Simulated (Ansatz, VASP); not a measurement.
Given: the input of a run of VASP 6.6.1 on TiC.

INCAR

```
ALGO = Normal ; EDIFF = 1E-7
ENCUT = 520 ; GGA = PE
ISIF = 2 ; ISMEAR = -1
LASPH = T ; LCHARG = F
LREAL = F ; LWAVE = F
NBANDS = 15 ; NELM = 60
PREC = Accurate ; SIGMA = 0.05
```

The input KPOINTS:

```
k-points
0
Gamma
  11 11 11
```

POSCAR

```
TiC
1.0
    0.0000000000      2.1657188437      2.1657188437
    2.1657188437      0.0000000000      2.1657188437
    2.1657188437      2.1657188437      0.0000000000
Ti C
1 1
Direct
    0.0000000000      0.0000000000      0.0000000000
    0.5000000000      0.5000000000      0.5000000000
```

Potentials or basis: VASP PAW PBE potentials, release 64 (Ti_sv, C).

Run with:

```sh
$ cat potpaw_PBE.64/Ti_sv/POTCAR potpaw_PBE.64/C/POTCAR > POTCAR
$ mpirun -np 1 vasp_std > vasp.out
```

Q: Translate it to Ansatz 0.2.0. Potentials there: Ansatz PAW.

A: As run (the cutoff follows the program's own potentials):

Contents of input.yaml:

```yaml
crystal:
  lattice:
    - [0.0, 2.1657188437, 2.1657188437]
    - [2.1657188437, 0.0, 2.1657188437]
    - [2.1657188437, 2.1657188437, 0.0]
  atoms:
    - { symbol: Ti, position: [0.0, 0.0, 0.0] }
    - { symbol: C, position: [0.5, 0.5, 0.5] }
hamiltonian:
  xc: pbe
  pseudopotentials: { kind: paw }
kpoints:
  mp_grid: { grid: [11, 11, 11] }
scf:
  occupations: { method: fermi_dirac, width: 0.05 }
output:
  forces: true
  stress: true
  eigenvalues: true
```

Potentials or basis: Ansatz PAW.

Launch:

```bash
$ ansatz run input.yaml --threads 1 --pin off --max-ram 3584MiB --backend cpu --events-out ev --progress --plain --runs-dir out
```

Both were run:

|  | VASP | Ansatz | Ansatz less VASP |
| --- | --- | --- | --- |
| gap on the k mesh at the Fermi level (eV) | none | none | - |
| pressure (GPa) | 0.5 | 0.3 | -0.22 |

A gap of «none» marks a metal or a gap that the smearing closes.
